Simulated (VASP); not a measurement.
# Ba (Fd-3m) in VASP: notebook

The runs below take Ba through single point, with BLYP.

All numbers are computed with VASP 6.6.1; they aren't measurements. Logs are shortened: lines on timing, memory, paths and dates and some standing lists are left out, and cuts for length are marked.

### Step 1. The crystal as given

The structure is cubic, space group Fd-3m (No. 227). The conventional cell has a = 10.886 Å, b = 10.886 Å, c = 10.886 Å, α = 90.00°, β = 90.00°, γ = 90.00°.

This isn't the form of Ba at room conditions, which is bcc.

### Step 2. Single point, BLYP

Contents of INCAR:

```
PREC = Accurate ; ENCUT = 520
EDIFF = 1E-6 ; ISMEAR = -1
SIGMA = 0.1 ; LREAL = F
LASPH = T ; NELM = 80
ALGO = Fast ; ISIF = 2
LWAVE = F ; LCHARG = F
GGA = B5 ; ALDAX = 1.0
AGGAX = 1.0 ; AGGAC = 1.0
ALDAC = 0.0 ; NBANDS = 17
```

Contents of KPOINTS:

```
Automatic mesh
0
Gamma
  8 8 8
```

Contents of POSCAR:

```
Ba
1.0
    0.0000000000      5.4431556450      5.4431556450
    5.4431556450      0.0000000000      5.4431556450
    5.4431556450      5.4431556450      0.0000000000
Ba
2
Direct
    0.1250000000      0.1250000000      0.1250000000
    0.8750000000      0.8750000000      0.8750000000
```

Potentials or basis: VASP PAW PBE potentials, release 64 (Ba_sv).

Run with:

```
cat potpaw_PBE.64/Ba_sv/POTCAR > POTCAR
mpirun -np 1 vasp_std > vasp.out
```

OUTCAR:

```text
PREC = Accurate
   ENCUT = 520
   EDIFF = 1E-6
   ISMEAR = -1
   LREAL = F
   LASPH = T
   NELM = 80
   ISIF = 2
   GGA = B5

 ion  position               nearest neighbor table
   1  0.125  0.125  0.125-   2 4.71   2 4.71   2 4.71   2 4.71
   2  0.875  0.875  0.875-   1 4.71   1 4.71   1 4.71   1 4.71

  LATTYP: Found a face centered cubic cell.
 ALAT       =    10.8863112900

  Lattice vectors:

 A1 = (   0.0000000000,   5.4431556450,   5.4431556450)
 A2 = (   5.4431556450,   0.0000000000,   5.4431556450)
 A3 = (   5.4431556450,   5.4431556450,   0.0000000000)

Analysis of symmetry for initial positions (statically):
=====================================================================
 Subroutine PRICEL returns:
 Original cell was already a primitive cell.

 Routine SETGRP: Setting up the symmetry group for a
 face centered cubic supercell.

 Subroutine GETGRP returns: Found 48 space group operations
 (whereof 12 operations were pure point group operations)
 out of a pool of 48 trial point group operations.

The static configuration has the point symmetry D_3d.
 The point group associated with its full space group is O_h .

Analysis of symmetry for dynamics (positions and initial velocities):
=====================================================================
 Subroutine PRICEL returns:
 Original cell was already a primitive cell.

 Routine SETGRP: Setting up the symmetry group for a
 face centered cubic supercell.

 Subroutine GETGRP returns: Found 48 space group operations
 (whereof 12 operations were pure point group operations)
 out of a pool of 48 trial point group operations.

The dynamic configuration has the point symmetry D_3d.
 The point group associated with its full space group is O_h .

 Subroutine INISYM returns: Found 48 space group operations
 (whereof 12 operations are pure point group operations),
 and found     1 'primitive' translations

----------------------------------------------------------------------------------------

                                     Primitive cell

  volume of cell :     322.5390

  direct lattice vectors                    reciprocal lattice vectors
     0.000000000  5.443155645  5.443155645    -0.091858479  0.091858479  0.091858479
     5.443155645  0.000000000  5.443155645     0.091858479 -0.091858479  0.091858479
[... 83 lines left out ...]
   ENCUT  =  520.0 eV  38.22 Ry    6.18 a.u.  14.31 14.31 14.31*2*pi/ulx,y,z
   NELM   =     80;   NELMIN=  2; NELMDL= -5     # of ELM steps
   EDIFF  = 0.1E-05   stopping-criterion for ELM
   LREAL  =      F    real-space projection
   EDIFFG = 0.1E-04   stopping-criterion for IOM
   NSW    =      0    number of steps for IOM
   IBRION =     -1    ionic relax: 0-MD 1-quasi-New 2-CG
   NFREE  =      0    steps in history (QN), initial steepest desc. (CG)
   ISIF   =      2    stress and relaxation
   ISYM   =      2    0-nonsym 1-usesym 2-fastsym
   POTIM  = 0.5000    time-step for ionic-motion
   TEBEG  =    0.0;   TEEND  =   0.0 temperature during run
   PSTRESS=    0.0 pullay stress
   NELECT =      20.0000    total number of electrons
   NUPDOWN=      -1.0000    fix difference up-down
   EMIN   =  10.00;   EMAX   =-10.00  energy-range for DOS
   EFERMI =   0.00;   METHOD = LEGACY
   ISMEAR =    -1;   SIGMA  =   0.10  broadening in eV -4-tet -1-fermi 0-gaus
   EFERMI_NEDOS =   21; number of points for ismear=-14 and -15
   IALGO  =     68    algorithm
   IMIX   =      4    mixing-type and parameters
     AMIX     =   0.40;   BMIX     =  1.00
     AMIX_MAG =   1.60;   BMIX_MAG =  1.00
  volume/ion in A,a.u.               =     161.27      1088.30
  Fermi-wavevector in a.u.,A,eV,Ry     =   0.647974  1.224493  5.712678  0.419870
  Thomas-Fermi vector in A             =   1.716456
   LORBIT       =      0    0 simple, 1 ext, 2 COOP (PROOUT), +10 PAW based schemes
   GGA     = B5    functional components
   LHFCALC =     F    Hartree Fock is set to
   AEXX    =    0.0000 exact exchange contribution
   IVDW    =     0    specifies the selected vdW correction
   LEPSILON=     F    determine dielectric tensor
   LRPA    =     F    only Hartree local field effects (RPA)
 non-spin polarized calculation
 RMM-DIIS sequential band-by-band and
  energy-cutoff  :      520.00
  volume of cell :      322.54
 maximum number of plane-waves:      8728
 NGX is ok and might be reduce to    60
   NGX = 29   NGY = 29   NGZ = 29

 number of electron      19.9999999 magnetization

 Free energy of the ion-electron system (eV)
  ---------------------------------------------------
  ext. energy  EPLUGINS =         0.00000000
  ---------------------------------------------------
  free energy    TOTEN  =        -1.04176467 eV

  energy without entropy =       -0.83384802  energy(sigma->0) =       -0.93780635

 E-fermi :  -0.1414     XC(G=0):  -4.1161

 val. band max:       -0.1450265186   @ k =   0.2500   0.2500   0.0000
 cond. band min:      -0.1226940289   @ k =  -0.2500   0.1250   0.0000
 fundamental gap:      0.0223324897
 Fermi energy:        -0.1413856037

 k-point     1 :       0.0000    0.0000    0.0000
  band No.  band energies     occupation
      1     -30.1793      2.00000
      2     -30.1668      2.00000
      3     -15.3849      2.00000
      4     -15.3849      2.00000
      5     -15.3849      2.00000
      6     -15.3114      2.00000
[... 457 lines left out ...]
      4     -15.3939      2.00000
      5     -15.3676      2.00000
      6     -15.3294      2.00000
[... 9 lines left out ...]
     16       0.9820      0.00003
     17       1.1224      0.00001

 [... further k-points ...]

------------------------ aborting loop because EDIFF is reached ----------------------------------------

  FORCE on cell =-STRESS in cart. coord.  units (eV):
  Direction    XX          YY          ZZ          XY          YZ          ZX
  --------------------------------------------------------------------------------------
  -------------------------------------------------------------------------------------
  Total       -0.0007888     -0.0007888     -0.0007888     -0.0000000      0.0000000      0.0000000
  in kB       -0.0039184     -0.0039184     -0.0039184     -0.0000000      0.0000000      0.0000000
  external PRESSURE =      -0.0039184 kB  Pullay stress =       0.0000000 kB

 VOLUME and BASIS-vectors are now :
 -----------------------------------------------------------------------------
  energy-cutoff  :      520.00
  volume of cell :      322.54
      direct lattice vectors                 reciprocal lattice vectors
     0.000000000  5.443155645  5.443155645    -0.091858479  0.091858479  0.091858479
     5.443155645  0.000000000  5.443155645     0.091858479 -0.091858479  0.091858479
     5.443155645  5.443155645  0.000000000     0.091858479  0.091858479 -0.091858479

 POSITION                                       TOTAL-FORCE (eV/Angst)
 -----------------------------------------------------------------------------------
      1.36079      1.36079      1.36079         0.000000      0.000000      0.000000
      9.52552      9.52552      9.52552        -0.000000     -0.000000     -0.000000
 -----------------------------------------------------------------------------------
    total drift:                               -0.000000      0.000000     -0.000000

  FREE ENERGIE OF THE ION-ELECTRON SYSTEM (eV)
  ---------------------------------------------------
  free  energy   TOTEN  =        -1.0417646713 eV

  energy  without entropy=       -0.8338480216  energy(sigma->0) =       -0.93780635
```

OSZICAR:

```text
N       E                     dE             d eps       ncg     rms          rms(c)
DAV:   1     0.173956685266E+03    0.17396E+03   -0.67463E+03   994   0.826E+02
DAV:   2     0.197410620272E+02   -0.15422E+03   -0.15040E+03  1601   0.177E+02
DAV:   3    -0.181311746845E+00   -0.19922E+02   -0.19785E+02  1282   0.693E+01
DAV:   4    -0.104937884405E+01   -0.86807E+00   -0.86437E+00  1606   0.114E+01
DAV:   5    -0.105956443294E+01   -0.10186E-01   -0.10164E-01  1408   0.137E+00    0.162E+00
RMM:   6    -0.104702195802E+01    0.12542E-01   -0.17878E-02  1112   0.821E-01    0.100E+00
RMM:   7    -0.103725056512E+01    0.97714E-02   -0.10044E-01  1452   0.171E+00    0.139E-01
RMM:   8    -0.104002413108E+01   -0.27736E-02   -0.15658E-02  1495   0.453E-01    0.515E-02
RMM:   9    -0.104125333464E+01   -0.12292E-02   -0.44260E-03  1505   0.309E-01    0.243E-02
RMM:  10    -0.104159763726E+01   -0.34430E-03   -0.15782E-03  1527   0.133E-01    0.185E-02
RMM:  11    -0.104171888242E+01   -0.12125E-03   -0.64752E-04  1551   0.799E-02    0.566E-03
RMM:  12    -0.104174614445E+01   -0.27262E-04   -0.26941E-04  1374   0.376E-02    0.676E-03
RMM:  13    -0.104175705655E+01   -0.10912E-04   -0.10615E-04  1333   0.242E-02    0.443E-03
RMM:  14    -0.104176126988E+01   -0.42133E-05   -0.60623E-05  1453   0.429E-02    0.150E-02
RMM:  15    -0.104176204664E+01   -0.77676E-06   -0.27894E-05  1479   0.193E-02    0.318E-03
RMM:  16    -0.104176384833E+01   -0.18017E-05   -0.16248E-05  1229   0.912E-03    0.905E-04
RMM:  17    -0.104176467134E+01   -0.82302E-06   -0.77492E-06   989   0.414E-03
   1 F= -.10417647E+01 E0= -.93780635E+00  d E =-.207917E+00
```

It took 2.6 min on 1 thread of Intel Xeon 6975P-C (Granite Rapids), shared host; peak memory 0.54 GiB.

Results:

| Property | Result |
| --- | --- |
| Free energy | -1.0418 eV |
| Pressure | 0.0 GPa |
| Band gap on the k mesh | none (metal or under the smearing width) |

Caveat: the PAW data sets were made with another functional, which shifts forces and pressure a little. Spin-orbit coupling is left out, which matters for the levels of Ba.

### Step 3. Single point, BLYP

This run uses another cell than the first one, of 154.82 Å³/atom, 0.960 times its volume.

Contents of INCAR:

```
PREC = Accurate
ENCUT = 520
EDIFF = 1E-6
ISMEAR = -1
SIGMA = 0.1
LREAL = F
LASPH = T
NELM = 100
ALGO = Normal
ISIF = 2
LWAVE = F
LCHARG = F
GGA = B5
ALDAX = 1.0
AGGAX = 1.0
AGGAC = 1.0
ALDAC = 0.0
NBANDS = 17
```

Contents of KPOINTS:

```
regular mesh
0
Gamma
  6 6 6
```

Contents of POSCAR:

```
Ba
1.0
    0.0000000000      5.3695904697      5.3695904697
    5.3695904697      0.0000000000      5.3695904697
    5.3695904697      5.3695904697      0.0000000000
Ba
2
Direct
    0.1250000000      0.1250000000      0.1250000000
    0.8750000000      0.8750000000      0.8750000000
```

Potentials or basis: VASP PAW PBE potentials, release 64 (Ba_sv).

Run with:

```
cat potpaw_PBE.64/Ba_sv/POTCAR > POTCAR
mpirun -np 1 vasp_std > vasp.out
```

It took 65 s on 1 thread of Intel Xeon 6975P-C (Granite Rapids), shared host; peak memory 0.44 GiB.

The run converged. Its results:

```yaml
Free_energy: -1.0393 eV
Pressure: 0.1 GPa
Band_gap_on_the_k_mesh: none (metal or under the smearing width)
```

Levels at points of the mesh, in eV from the Fermi level:
```tsv
k point	band 8	band 9	band 10	band 11	band 12	band 13
(0.00, 0.00, 0.00)	-15.12	-1.89	0.33	0.33	0.33	0.38
(0.50, 0.00, 0.00)	-15.12	-1.25	-0.20	0.33	0.38	0.38
(0.50, 0.50, 0.00)	-15.11	-0.66	-0.66	0.10	0.10	0.45
```

Caveat: the PAW data sets were made with another functional, which shifts forces and pressure a little. The run has no spin-orbit coupling, so splittings on Ba are missing.

### Step 4. Single point, BLYP

This run uses another cell than the first one, of 148.37 Å³/atom, 0.920 times its volume.

Contents of INCAR:

```
SYSTEM = Ba
AGGAC = 1.0
AGGAX = 1.0
ALDAC = 0.0
ALDAX = 1.0
ALGO = Normal
EDIFF = 1E-7
ENCUT = 520
GGA = B5
ISIF = 2
ISMEAR = -1
LASPH = .True.
LCHARG = .False.
LREAL = .False.
LWAVE = .False.
NBANDS = 17
NELM = 80
PREC = Accurate
SIGMA = 0.1
```

Contents of KPOINTS:

```
k-points
0
Gamma
  6 6 6
  0 0 0
```

Contents of POSCAR:

```
Ba
1.0
    0.0000000000      5.2939523597      5.2939523597
    5.2939523597      0.0000000000      5.2939523597
    5.2939523597      5.2939523597      0.0000000000
Ba
2
Direct
    0.1250000000      0.1250000000      0.1250000000
    0.8750000000      0.8750000000      0.8750000000
```

Potentials or basis: VASP PAW PBE potentials, release 64 (Ba_sv).

Run with:

```
cat potpaw_PBE.64/Ba_sv/POTCAR > POTCAR
mpirun -np 1 vasp_std > vasp.out
```

OUTCAR:

```text
SYSTEM = Ba
   EDIFF = 1E-7
   ENCUT = 520
   GGA = B5
   ISIF = 2
   ISMEAR = -1
   LASPH = .True.
   LREAL = .False.
   NELM = 80
   PREC = Accurate

 ion  position               nearest neighbor table
   1  0.125  0.125  0.125-   2 4.58   2 4.58   2 4.58   2 4.58
   2  0.875  0.875  0.875-   1 4.58   1 4.58   1 4.58   1 4.58

  LATTYP: Found a face centered cubic cell.
 ALAT       =    10.5879047194

  Lattice vectors:

 A1 = (   0.0000000000,   5.2939523597,   5.2939523597)
[... 497 lines left out ...]
------------------------ aborting loop because EDIFF is reached ----------------------------------------

  FORCE on cell =-STRESS in cart. coord.  units (eV):
  Direction    XX          YY          ZZ          XY          YZ          ZX
  --------------------------------------------------------------------------------------
  -------------------------------------------------------------------------------------
  Total        0.2154975      0.2154975      0.2154975      0.0000000      0.0000000     -0.0000000
  in kB        1.1635440      1.1635440      1.1635440      0.0000000      0.0000000     -0.0000000
  external PRESSURE =       1.1635440 kB  Pullay stress =       0.0000000 kB

 VOLUME and BASIS-vectors are now :
 -----------------------------------------------------------------------------
  energy-cutoff  :      520.00
  volume of cell :      296.74
      direct lattice vectors                 reciprocal lattice vectors
     0.000000000  5.293952360  5.293952360    -0.094447393  0.094447393  0.094447393
     5.293952360  0.000000000  5.293952360     0.094447393 -0.094447393  0.094447393
     5.293952360  5.293952360  0.000000000     0.094447393  0.094447393 -0.094447393

 POSITION                                       TOTAL-FORCE (eV/Angst)
 -----------------------------------------------------------------------------------
      1.32349      1.32349      1.32349        -0.000000     -0.000000     -0.000000
      9.26442      9.26442      9.26442         0.000000      0.000000      0.000000
 -----------------------------------------------------------------------------------
    total drift:                                0.000000      0.000000     -0.000000

  FREE ENERGIE OF THE ION-ELECTRON SYSTEM (eV)
  ---------------------------------------------------
  free  energy   TOTEN  =        -1.0320939638 eV

  energy  without entropy=       -0.8047968341  energy(sigma->0) =       -0.91844540
```

stdout:

```text
POSCAR found type information on POSCAR Ba
 POSCAR found :  1 types and       2 ions
 scaLAPACK will be used
 -----------------------------------------------------------------------------
|                                                                             |
|                                                                             |
|     You enforced a specific xc type in the INCAR file but a different       |
|     I HOPE YOU KNOW WHAT YOU ARE DOING!                                     |
|                                                                             |
 -----------------------------------------------------------------------------

 LDA part: xc-table for (Slater(with rela. corr.)+VWN5), standard interpolation
 POSCAR, INCAR and KPOINTS ok, starting setup
 FFT: planning ... GRIDC
 FFT: planning ... GRID_SOFT
 FFT: planning ... GRID
 WAVECAR not read
 entering main loop
```

Wall time 69 s (1 thread of Intel Xeon 6975P-C (Granite Rapids), shared host); peak memory 0.44 GiB.

Results:

```yaml
Free_energy: -1.0321 eV
Pressure: 0.1 GPa
Band_gap_on_the_k_mesh: none (metal or under the smearing width)
```

Caveat: the PAW data sets were made with another functional, which shifts forces and pressure a little. Spin-orbit coupling is left out, which matters for the levels of Ba.

(Part 1 of 2 ends here.)
